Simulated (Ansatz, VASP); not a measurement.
Sb: VASP beside Ansatz

```xyz
1
Lattice="-1.8713 1.8713 1.8713 1.8713 -1.8713 1.8713 1.8713 1.8713 -1.8713" Properties=species:S:1:pos:R:3 pbc="T T T"
Sb    0.0000    0.0000    0.0000
```

This isn't the form of Sb at room conditions, which is rhombohedral.

Alike in both runs: task single point; functional BLYP; dispersion D4; k mesh 7 × 7 × 7; occupations fermi-dirac, width 0.1 eV; non-collinear spin, spin-orbit coupling.

|  | VASP | Ansatz |
| --- | --- | --- |
| version | VASP 6.6.1 | Ansatz 0.2.0 |
| potentials or method | VASP PAW PBE potentials, release 64 (Sb), cutoff 520 eV | all-electron LAPW, relativistic spinors |

Ansatz gave:

| Quantity | Value |
| --- | --- |
| gap on the k mesh at the Fermi level (eV) | none |
| pressure (GPa) | 3.2 |
| net moment per atom (μB) | 0.00 |
| dispersion energy (meV/atom) | -1095.6 |

Question: Which values does VASP return?

Answer: gap on the k mesh at the Fermi level (eV): none; pressure (GPa): 3.3; net moment per atom (μB): 0.00; dispersion energy (meV/atom): -1095.4.

A gap of «none» marks a metal or a gap that the smearing closes. Ansatz ran all-electron here, so the differences hold the error of VASP's frozen core and of both bases.

Caveats: the PAW data sets were made with another functional, which shifts forces and pressure a little (VASP); the k mesh is thin for a metal, which can move the energy by tens of meV per atom (Ansatz); pairwise dispersion overbinds metals, which lowers pressure and volume (Ansatz).
